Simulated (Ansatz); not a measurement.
**Clamped-ion strain scan in LiF**

Computed with DFT r2SCAN, scalar-relativistic, plane waves, PAW (Ansatz 0.2.0). The runs took a 500 eV cutoff, a Γ-centred 10×10×10 mesh and Gaussian smearing (0.05 eV). No spin polarisation. Energies are free energies at this smearing, counted from the undisturbed cell; pressure is positive in compression.

Zero of the scan (as given, not relaxed at this level; it stands at -2.1 GPa):

```xyz
2
Lattice="0.0000 2.0140 2.0140 2.0140 0.0000 2.0140 2.0140 2.0140 0.0000" Properties=species:S:1:pos:R:3 pbc="T T T"
Li    0.0000    0.0000    0.0000
F     2.0140    2.0140    2.0140
```

The cell is strained by ε times the Voigt pattern (1, 0, 0, 0, 0, 0) (xx, yy, zz, yz, xz, xy; engineering shear) with fractional coordinates fixed.

| ε | ΔE (meV/atom) |
| --- | --- |
| -0.1500 | 120.9 |
| -0.1125 | 52.4 |
| -0.0750 | 16.1 |
| -0.0375 | 1.1 |
| 0.0000 | 0.0 |
| 0.0375 | 7.6 |
| 0.0750 | 20.5 |
| 0.1125 | 36.2 |
| 0.1312 | 44.6 |
| 0.1500 | 53.2 |

Q: Predict the stress summed along the pattern (GPa, tension positive) at each point.

A:
```tsv
ε	stress summed along the pattern (GPa, tension positive)
-0.1500	-46.73
-0.1125	-26.28
-0.0750	-12.63
-0.0375	-3.67
0.0000	2.06
0.0375	5.60
0.0750	7.65
0.1125	8.68
0.1312	8.93
0.1500	9.04
```